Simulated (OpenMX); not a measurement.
# SiO2 (Cristobalite) under changes of volume

One of the cells (14.402 Å³/atom); the others are scaled copies at fixed shape and fractional positions:

```
CELL_PARAMETERS angstrom
4.98200 0.00000 0.00000
0.00000 4.98200 0.00000
0.00000 0.00000 6.96300
ATOMIC_POSITIONS crystal
Si 0.79897 0.20103 0.75000
Si 0.70103 0.70103 0.50000
Si 0.20103 0.79897 0.25000
Si 0.29897 0.29897 0.00000
O 0.10347 0.23989 0.82187
O 0.26011 0.60347 0.07187
O 0.89653 0.76011 0.32187
O 0.73989 0.39653 0.57187
O 0.60347 0.26011 0.92813
O 0.76011 0.89653 0.67813
O 0.39653 0.73989 0.42813
O 0.23989 0.10347 0.17813
```

| Property | Result |
| --- | --- |
| Program | OpenMX 3.8.5 |
| Functional | PBE |
| Potentials or basis | OpenMX 2013 PBE set, Si7.0-s2p1d1, O6.0-s2p2, fixed grid of 60 × 60 × 84 points |
| k mesh | 7 × 7 × 5 |
| Occupations | fermi-dirac, width 0.05 eV |
| Spin | no spin polarisation |

```csv
volume (Å³/atom),energy over the lowest point (meV/atom),gap on the mesh (eV),largest force (eV/Å)
13.538,?,?,?
13.826,86.89,6.54,0.908
14.114,55.40,6.38,0.661
14.402,31.64,6.22,0.551
14.690,14.91,6.05,0.519
14.978,4.56,5.87,0.485
15.266,0.00,5.69,0.453
```

Task: What does the run at 13.538 Å³/atom give?

Result: Energy over the lowest point 126.93 meV/atom; gap on the mesh 6.70 eV; largest force 1.173 eV/Å.

Worked out: A Birch-Murnaghan fit of order 3 (a polynomial in V^(-2/3)) to the other rows has its minimum at 15.37 Å³/atom, just outside them, with B0 = V·E''(V) = 151 GPa and B' = 4.1 at fixed shape and positions, which overstates the stiffness. It gives 126.92 meV/atom at 13.538 Å³/atom, against the run's 126.93. A parabola through the other rows of the gap, of slope -6.81 eV per unit of ln V (its deformation potential) there, extrapolates to 6.69 eV, against the run's 6.70.

Energies are extrapolated to zero smearing.

Caveats: an odd mesh through Γ misses points on the zone boundary, where band edges often lie; the cell was measured hot, at 340 K; the basis of atomic orbitals isn't converged, which shifts pressures, moduli and gaps; forces of over 1 eV/Å show positions far from the minimum, so gaps and moduli don't describe the material at rest (some runs).
